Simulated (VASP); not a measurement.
Runs of VASP 6.6.1 on CdSe. Symmetry: F-43m, No. 216, cubic system. The conventional cell has a = 6.141 Å, b = 6.141 Å, c = 6.141 Å, α = 90.00°, β = 90.00°, γ = 90.00°. Around Cd (site symmetry -43m) lie 4 Se at 2.66 Å. Se (site symmetry -43m) has 4 Cd at 2.66 Å as nearest neighbours. Measurements of this composition are mostly on another form, of space group No. 186.

```csv
task,level,potentials or basis,spin,cell,k mesh,cutoff (eV),smearing,grid for exact exchange (PRECFOCK),exchange at q = 0,share of exact exchange,cutoff of the response function,frequency points,mesh quality,gap on the mesh (eV),pressure (GPa),relaxed volume (Å³/atom)
relaxation of cell and atoms,r2SCAN0,"VASP PAW PBE potentials, release 64 (Cd, Se)",off,relaxed,4 × 4 × 4,600,gaussian 0.05 eV,Fast,truncated,-,-,-,coarse,(a),0.0,28.63
relaxation of cell and atoms,r2SCAN,"VASP PAW PBE potentials, release 64 (Cd, Se)",off,relaxed,8 × 8 × 8,600,gaussian 0.05 eV,-,-,-,-,-,not flagged,1.02,0.0,28.94
band structure,r2SCAN-EpsX,"VASP PAW PBE potentials, release 64 (Cd, Se)",off,as given,4 × 4 × 4,520,fermi-dirac 0.05 eV,Fast,default,0.0801,-,-,coarse,(c),0.0,-
single point,PBE,"VASP PAW PBE potentials, release 64 (Cd, Se)",off,as given,8 × 8 × 8,520,fermi-dirac 0.05 eV,-,-,-,-,-,not flagged,(b),1.6,-
single point,PBE,"VASP PAW PBE potentials, release 64 (Cd_GW, Se_GW)",off,as given,5 × 5 × 5,500,gaussian 0.02 eV,-,-,-,-,-,not flagged,0.54,1.4,-
relaxation of cell and atoms,r2SCAN+D3(BJ),"VASP PAW PBE potentials, release 64 (Cd, Se)",off,relaxed,8 × 8 × 8,600,gaussian 0.05 eV,-,-,-,-,-,not flagged,1.06,0.0,28.48
band structure,LDA,"VASP PAW LDA potentials, release 64 (Cd, Se)",off,as given,8 × 8 × 8,520,gaussian 0.02 eV,-,-,-,-,-,not flagged,0.30,-,-
```

Question: Estimate the missing entries.

Answer: (a) 2.46; (b) 0.55; (c) 1.47.

Caveats: some runs use coarse meshes; the PAW data sets were made with another functional, which shifts forces and pressure a little (some runs); an unscreened hybrid on a path of extra k points without a Coulomb cutoff has errors near the mesh points, so the bands along the path aren't reliable (some runs); an odd mesh through Γ misses points on the zone boundary, where band edges often lie (some runs).

A k mesh can miss the band edges, and the runs leave out spin-orbit coupling on Cd, Se.

Not every run made on this cell is shown here.
